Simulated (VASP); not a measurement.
## Al: band structure with PBE+D3(BJ)

The system is Al.

```
Al
1.0
     0.00000    1.99124    1.99124
     1.99124    0.00000    1.99124
     1.99124    1.99124    0.00000
Al
1
Direct
  0.00000 0.00000 0.00000
```

| Quantity | Value |
| --- | --- |
| Program | VASP 6.6.1 |
| Task | band structure |
| Functional | PBE |
| Dispersion | D3(BJ) |
| Potentials or basis | VASP PAW PBE potentials, release 64 (Al) |
| Cutoff | 520 eV |
| k mesh | 16 × 16 × 16 |
| Occupations | methfessel-paxton, width 0.1 eV |
| Spin | no spin polarisation |
| Further INCAR settings | ALGO = Normal; EDIFF = 1e-06; NBANDS = 8 |

| Quantity | Value |
| --- | --- |
| Pressure | 0.0 GPa |
| Band gap along the path | none (metal or under the smearing width) |
| Dispersion energy per atom | -0.352 eV |

Levels at the corners of the path, in eV from the Fermi level:
```
point  band 1  band 2  band 3  band 4  band 5  band 6  band 7
    Γ  -11.47   12.84   12.84   12.84   14.67   14.67   14.67
    X   -3.05   -1.64    5.24    5.78    5.78    9.47   26.06
    X   -3.05   -1.64    5.24    5.78    5.78    9.47   26.06
    W   -0.93   -0.93    0.07    1.33   16.20   16.20   16.93
    W   -0.93   -0.93    0.07    1.33   16.20   16.20   16.93
    K   -1.99   -1.47   -0.34    6.77    8.42   16.16   22.42
    K   -1.99   -1.47   -0.34    6.77    8.42   16.16   22.42
    Γ  -11.47   12.84   12.84   12.84   14.67   14.67   14.67
    Γ  -11.47   12.84   12.84   12.84   14.67   14.67   14.67
    L   -4.79   -4.46   11.64   11.64   11.86   11.86   15.39
    L   -4.79   -4.46   11.64   11.64   11.86   11.86   15.39
    U   -1.99   -1.47   -0.34    6.77    8.42   16.16   22.42
    U   -1.99   -1.47   -0.34    6.77    8.42   16.16   22.42
    W   -0.93   -0.93    0.07    1.33   16.20   16.20   16.93
    W   -0.93   -0.93    0.07    1.33   16.20   16.20   16.93
    L   -4.79   -4.46   11.64   11.64   11.86   11.86   15.39
    L   -4.79   -4.46   11.64   11.64   11.86   11.86   15.39
    K   -1.99   -1.47   -0.34    6.77    8.42   16.16   22.42
    U   -1.99   -1.47   -0.34    6.77    8.42   16.16   22.42
    X   -3.05   -1.64    5.24    5.78    5.78    9.47   26.06
```

Core levels (eV, on the scale of the bands):
```
atom                          levels
1 Al  1s -1497.6, 2s -94.9, 2p -56.3
```

It took 13 s on 1 thread of Intel(R) Xeon(R) Platinum 8375C CPU @ 2.90GHz (Ice Lake), on a shared host, peak memory 0.16 GiB.

Caveat: pairwise dispersion overbinds metals, which lowers pressure and volume.
